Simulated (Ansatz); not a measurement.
# WS2 (Tungstenite) (P6_3/mmc) in Ansatz: further runs, part 2 of 2

Ansatz 0.2.0. The steps go on from the part before.

### 4 Band structure, PBE+U

The input, input.yaml:

```yaml
crystal:
  lattice:
    - [3.18, 0.0, 0.0]
    - [-1.59, 2.753960784, 0.0]
    - [0.0, 0.0, 12.5]
  atoms:
    - { symbol: W, position: [0.6666666667, 0.3333333333, 0.75] }
    - { symbol: W, position: [0.3333333333, 0.6666666667, 0.25] }
    - { symbol: S, position: [0.6666666667, 0.3333333333, 0.375] }
    - { symbol: S, position: [0.3333333333, 0.6666666667, 0.875] }
    - { symbol: S, position: [0.6666666667, 0.3333333333, 0.125] }
    - { symbol: S, position: [0.3333333333, 0.6666666667, 0.625] }
hamiltonian:
  xc: pbe
  pseudopotentials: { kind: paw }
  hubbard: { sites: [{ species: W, l: d, u_eff: 2.0 }] }
kpoints:
  mp_grid: { grid: [10, 10, 3] }
  band_path:
    path:
      - [[0.0, 0.0, 0.0], [0.5, 0.0, 0.0], [0.3333333333, 0.3333333333, 0.0], [0.0, 0.0, 0.0], [0.0, 0.0, 0.5], [0.5, 0.0, 0.5], [0.3333333333, 0.3333333333, 0.5], [0.0, 0.0, 0.5]]
      - [[0.5, 0.0, 0.5], [0.5, 0.0, 0.0]]
      - [[0.3333333333, 0.3333333333, 0.0], [0.3333333333, 0.3333333333, 0.5]]
    npoints: 14
scf:
  occupations: { method: fermi_dirac, width: 0.05 }
  n_extra_bands: 15
output:
  forces: true
  stress: true
  eigenvalues: true
  fatbands: false
```

Potentials or basis: Ansatz PAW.

On the command line:

```console
> ansatz run input.yaml --threads 2 --pin off --max-ram 5632MiB --backend cpu --events-out ev --progress --plain --runs-dir out
```

The log of the run:

```text
Warning: RAYON_NUM_THREADS=2 ignored (pool sized by the plan → 2); use --threads N
W: projections on atomic orbitals take those of the free atom [Kr 4d10 4f14] 5s2 5p6 5d4 6s2, of charge +0.00 (hamiltonian.pseudopotentials.projection_atoms); the dataset's partial waves leave at most 6.5e-5 of an orbital's norm unspanned inside its sphere
S: projections on atomic orbitals take those of the free atom [Ne] 3s2 3p4, of charge +0.00 (hamiltonian.pseudopotentials.projection_atoms); the dataset's partial waves leave at most 1.6e-7 of an orbital's norm unspanned inside its sphere
scf.n_extra_bands = 15 over 26 filled bands (N_el = 52.0): the run solves 41 bands
Engine: ansatz 0.2.0, aarch64-unknown-linux-gnu
Pseudopotentials: kind: paw
Pseudopotential: W, paw, valence charge 14, recommended cutoff 420 eV (normal), W.paw.azcp
Pseudopotential: S, paw, valence charge 6, recommended cutoff 420 eV (normal), S.paw.azcp
Functional definition: PBE
  parameter kappa = 0.804
  parameter beta = 0.06672455060314922
[... 51 lines left out ...]
  Σ components = -24377.837757   (vs F -24377.837757, Δ=0.00e0)
--- Forces (eV/Å), atoms counted from 1 ---
  atom   1  W      0.00000000    -0.00000000     0.00000000
  atom   2  W      0.00000000     0.00000000    -0.00000000
  atom   3  S      0.00000000    -0.00000000     0.13885665
  atom   4  S     -0.00000000     0.00000000     0.13885665
  atom   5  S      0.00000000    -0.00000000    -0.13885665
  atom   6  S      0.00000000     0.00000000    -0.13885665
  max |Σ_I F_I| component: 9.25e-18 eV/Å
--- Stress (GPa, compression-positive) ---
        1.813596       0.000000      -0.000000
        0.000000       1.813596      -0.000000
       -0.000000      -0.000000       3.578903
  P = ⅓ Tr σ = 2.4020 GPa (24.020 kbar)
--- Band table (eV; the first three rows and the last of 28) ---
  k-point 0: bands = ["-63.3315", "-63.3314", "-27.6045", "-27.6044", "-27.4634", "-27.4634", "-27.4633", "-27.4633", "-4.2670", "-4.0834", "-2.6913", "-2.3370", "3.7529", "4.6505", "7.6125", "7.7098", "7.7098", "7.7210", "7.7210", "9.0101", "9.0101", "9.0534", "9.0534", "9.7004", "10.0861", "11.1852", "13.5600", "13.5600", "13.5667", "13.5667", "13.6001", "13.6001", "13.7514", "13.7514", "15.8540", "16.0919", "19.0212", "19.4539", "19.5046", "20.8565", "20.8817"]
  k-point 1: bands = ["-63.3315", "-63.3314", "-27.6045", "-27.6045", "-27.4634", "-27.4634", "-27.4634", "-27.4634", "-4.2268", "-4.1359", "-2.5982", "-2.4220", "3.9423", "4.3800", "7.7125", "7.7125", "7.7182", "7.7182", "8.0366", "8.9309", "9.0209", "9.0209", "9.0425", "9.0425", "10.6461", "11.0568", "13.5542", "13.5542", "13.5559", "13.5559", "13.6484", "13.6484", "13.7190", "13.7190", "15.9178", "16.0368", "19.1216", "19.3371", "19.7459", "20.3804", "20.9670"]
  k-point 2: bands = ["-63.3298", "-63.3297", "-27.5985", "-27.5985", "-27.4964", "-27.4964", "-27.4710", "-27.4710", "-4.1024", "-3.9191", "-2.6212", "-2.2825", "3.9506", "4.8465", "7.2913", "7.3138", "7.3510", "7.8681", "7.8862", "8.4178", "8.7552", "8.8043", "9.0643", "9.8895", "10.0844", "10.8817", "13.2811", "13.4356", "13.4430", "13.5154", "13.5272", "13.6187", "13.8392", "13.8900", "16.5902", "16.8152", "19.5117", "19.6316", "20.0816", "20.4702", "20.7946"]
  k-point 27: bands = ["-63.3124", "-63.3124", "-27.7303", "-27.7303", "-27.6586", "-27.6586", "-27.5351", "-27.5351", "-1.7955", "-1.7758", "-1.6209", "-1.6013", "4.9196", "4.9758", "5.0468", "5.0678", "6.2939", "6.2981", "6.6157", "6.7093", "7.3217", "7.4549", "8.3124", "8.4370", "10.3850", "10.4627", "12.5223", "12.5345", "13.7616", "14.1878", "14.4769", "14.5579", "15.9544", "16.1453", "17.3478", "17.3843", "17.8345", "18.4812", "19.8205", "19.9835", "21.4684"]
Occupation matrices written to <dir>
```

bands.tsv:

```text
# k_distance	band_0	band_1	band_2	band_3	band_4	band_5	band_6	band_7	band_8	band_9	band_10	band_11	band_12	band_13	band_14	band_15	band_16	band_17	band_18	band_19	band_20	band_21	band_22	band_23	band_24	band_25	band_26	band_27	band_28	band_29	band_30	band_31	band_32	band_33	band_34	band_35	band_36	band_37	band_38	band_39	band_40
[... 149 lines left out ...]
6.987180	-75.022746	-75.022746	-39.425927	-39.425927	-39.391919	-39.391919	-39.244662	-39.244662	-13.443227	-13.443227	-13.301248	-13.301248	-6.835681	-6.835681	-6.497781	-6.497781	-5.596992	-5.596992	-5.139135	-5.139135	-4.216611	-4.216611	-3.452914	-3.452914	-1.130479	-1.130479	0.609818	0.609818	2.252509	2.252509	2.924043	2.924043	4.367302	4.367302	5.935631	5.935631	6.082258	6.082258	8.172695	8.172695	10.175605
```

Run time: 14 s. Hardware: 2 threads of Arm Neoverse V1, shared host; peak memory 0.71 GiB.

Results:

- Free energy: -24377.8378 eV
- Pressure: 2.4 GPa
- Largest force: 0.139 eV/Å
- Band gap on the k mesh: 1.17 eV, indirect (least direct gap 2.01 eV)
- Band gap along the path: 1.10 eV, indirect (least direct gap 1.65 eV)

Forces in eV/Å, atoms in the order of the input:
```
W    0.000  0.000  0.000
W    0.000  0.000  0.000
S    0.000  0.000  0.139
S    0.000  0.000  0.139
S    0.000  0.000 -0.139
S    0.000  0.000 -0.139
```

Stress tensor (GPa, compression positive):
```
1.81 0.00 0.00
0.00 1.81 0.00
0.00 0.00 3.58
```

Levels at the corners of the path, in eV from the valence-band top:
| point | band 23 | band 24 | band 25 | band 26 | band 27 | band 28 | band 29 | band 30 |
| --- | --- | --- | --- | --- | --- | --- | --- | --- |
| Γ | -2.13 | -1.48 | -1.10 | 0.00 | 2.37 | 2.37 | 2.38 | 2.38 |
| M | -1.93 | -1.77 | -1.63 | -1.48 | 2.25 | 2.28 | 2.56 | 2.77 |
| K | -2.80 | -2.80 | -0.68 | -0.51 | 1.14 | 1.14 | 2.31 | 3.38 |
| Γ | -2.13 | -1.48 | -1.10 | 0.00 | 2.37 | 2.37 | 2.38 | 2.38 |
| A | -2.15 | -2.15 | -0.30 | -0.30 | 2.37 | 2.37 | 2.37 | 2.37 |
| L | -1.85 | -1.85 | -1.54 | -1.54 | 2.26 | 2.26 | 2.68 | 2.68 |
| H | -2.93 | -2.93 | -0.61 | -0.61 | 1.14 | 1.14 | 2.78 | 2.78 |
| A | -2.15 | -2.15 | -0.30 | -0.30 | 2.37 | 2.37 | 2.37 | 2.37 |
| L | -1.85 | -1.85 | -1.54 | -1.54 | 2.26 | 2.26 | 2.68 | 2.68 |
| M | -1.93 | -1.77 | -1.63 | -1.48 | 2.25 | 2.28 | 2.56 | 2.77 |
| K | -2.80 | -2.80 | -0.68 | -0.51 | 1.14 | 1.14 | 2.31 | 3.38 |
| H | -2.93 | -2.93 | -0.61 | -0.61 | 1.14 | 1.14 | 2.78 | 2.78 |

Eigenvalues of the final occupation matrices:
| site | spin | trace | eigenvalues |
| --- | --- | --- | --- |
| site 1 | 1 | 2.47 | 0.44 0.44 0.51 0.51 0.56 |
| site 2 | 1 | 2.47 | 0.44 0.44 0.51 0.51 0.56 |

Caveat: the k mesh misses the band edges, so the gap on the mesh is wider than the one along the path; spin-orbit coupling is left out, which moves the levels of the heavy elements; this functional lacks dispersion, which binds the layers, so the pressure and a relaxed spacing across them are unreliable.

### 5 Overview

| level | U | hubbard projectors | double counting | gap on the mesh (eV) | pressure (GPa) | largest force (eV/Å) |
| --- | --- | --- | --- | --- | --- | --- |
| PBE | - | - | - | 1.12 | 2.3 | 0.13 |
| PBE+U | W d U = 1 eV | ortho-atomic (the default) | fll (the default) | 1.14 | 2.3 | 0.13 |
| PBE+U | W d U = 2 eV | ortho-atomic (the default) | fll (the default) | 1.17 | 2.4 | 0.14 |

Alike in all rows: task band structure; potentials or basis Ansatz PAW; no spin polarisation; cell as given; k mesh 10 × 10 × 3; cutoff (eV) 420; smearing fermi-dirac 0.05 eV.

On the cell as given the gap runs from 1.05 eV (PBE) to 1.10 eV (PBE+U).

Caveats: the k mesh misses the band edges, so the gap on the mesh is wider than the one along the path; spin-orbit coupling is left out, which moves the levels of the heavy elements; this functional lacks dispersion, which binds the layers, so the pressure and a relaxed spacing across them are unreliable.

Total energies depend on the potentials used, so only differences within one code and one set of settings carry meaning.
